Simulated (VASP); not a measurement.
TaC: single point with HSE06

The system is TaC.

```xyz
2
Lattice="0.0000 2.2214 2.2214 2.2214 0.0000 2.2214 2.2214 2.2214 0.0000" Properties=species:S:1:pos:R:3 pbc="T T T"
Ta    4.4427    4.4427    4.4427
C     2.2214    2.2214    2.2214
```

The cell is a database's computed one.

- Program: VASP 6.6.1
- Task: single point
- Functional: HSE06
- Potentials or basis: VASP PAW PBE potentials, release 64 (Ta_pv, C)
- Cutoff: 520 eV
- k mesh: 8 × 8 × 8
- Occupations: gaussian, width 0.1 eV
- Spin: no spin polarisation
- Grid for exact exchange (PRECFOCK): Fast
- Screening parameter: 0.2 1/A
- Further INCAR settings: ALGO = Normal; EDIFF = 1e-07

* Pressure: 0.9 GPa
* Band gap on the k mesh: none (metal or under the smearing width)

Levels at points of the mesh, in eV from the Fermi level:
```tsv
k point	band 4	band 5	band 6	band 7	band 8	band 9	band 10	band 11
(0.00, 0.00, 0.00)	-17.20	-1.79	-1.79	-1.79	-1.01	-1.01	-1.01	0.56
(0.50, 0.00, 0.00)	-12.30	-10.38	-6.74	-6.74	3.03	3.03	4.16	5.55
(0.50, 0.50, 0.00)	-14.92	-5.89	-5.49	-2.62	-2.62	2.75	4.54	4.54
```

Wall time 79 min on 1 thread of AMD EPYC 7R43 64-Core Processor (Zen 3), on a shared host, peak memory 0.23 GiB.

Caveat: the PAW data sets were made with another functional, which shifts forces and pressure a little. The run has no spin-orbit coupling, so splittings on Ta are missing.
